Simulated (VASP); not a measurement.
A run of VASP 6.6.1:

Contents of INCAR:

```
SYSTEM = Sb
  PREC = Accurate
  ENCUT = 520
  EDIFF = 1E-6
  ISMEAR = 0
  SIGMA = 0.02
  LREAL = .False.
  LASPH = .True.
  NELM = 80
  ALGO = Normal
  ISIF = 2
  LWAVE = .False.
  LCHARG = .True.
  GGA = PE
  LELF = .True.
```

KPOINTS

```
regular mesh
0
Gamma
  9 9 5
  0 0 0
```

File POSCAR:

```
Sb
1.0
    3.3545324186      0.0000000000      0.0000000000
   -1.6772662093      2.9051102923      0.0000000000
    0.0000000000      0.0000000000      5.4701606500
Sb
2
Direct
    0.6666666667      0.3333333333      0.7500000000
    0.3333333333      0.6666666667      0.2500000000
```

Potentials or basis: VASP PAW PBE potentials, release 64 (Sb).

Command:

```sh
$ cat potpaw_PBE.64/Sb/POTCAR > POTCAR
$ mpirun -np 1 vasp_std > vasp.out
```

Hardware: 1 thread of Intel(R) Xeon(R) Platinum 8375C CPU @ 2.90GHz (Ice Lake), on a shared host.

Problem. Estimate the wall time of this run.

Solution. It took 13 s on 1 thread of Intel(R) Xeon(R) Platinum 8375C CPU @ 2.90GHz (Ice Lake) (shared host), peak memory 0.17 GiB. Counts: scf iterations 11, k points 36.
